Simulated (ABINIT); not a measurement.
HfO2:

```
Hf O
1.0
     4.81353    0.00000    0.00000
     0.00000    4.81353    0.00000
     0.00000    0.00000    3.20542
Hf O
2 4
Direct
  0.50000 0.50000 0.50000
  0.00000 0.00000 0.00000
  0.80504 0.19496 0.50000
  0.69496 0.69496 0.00000
  0.30504 0.30504 0.00000
  0.19496 0.80504 0.50000
```

Measurements of this composition are mostly on another form, of space group No. 14.

Base run:

- Program: ABINIT 10.8.3 (patched build)
- Functional: PBEsol
- Potentials or basis: JTH PAW PBE v2.0
- Cutoff: 626 eV
- k mesh: 6 × 6 × 8
- Occupations: fermi-dirac, width 0.05 eV
- Spin: no spin polarisation

Its results: band gap on the k mesh 3.88 eV, direct; pressure -0.4 GPa; largest force 0.012 eV/Å.

Task: The run is repeated on the same cell with these changes: functional from PBEsol to PBE. What comes out?

Result: Band gap on the k mesh 4.00 eV, direct; pressure 5.9 GPa; largest force 0.045 eV/Å.

PBE binds less tightly than PBEsol, so the same cell stands under more pressure.

Caveats: spin-orbit coupling is left out, which moves the levels of the heavy elements; the PAW data sets were made with another functional, which shifts forces and pressure a little (some runs).
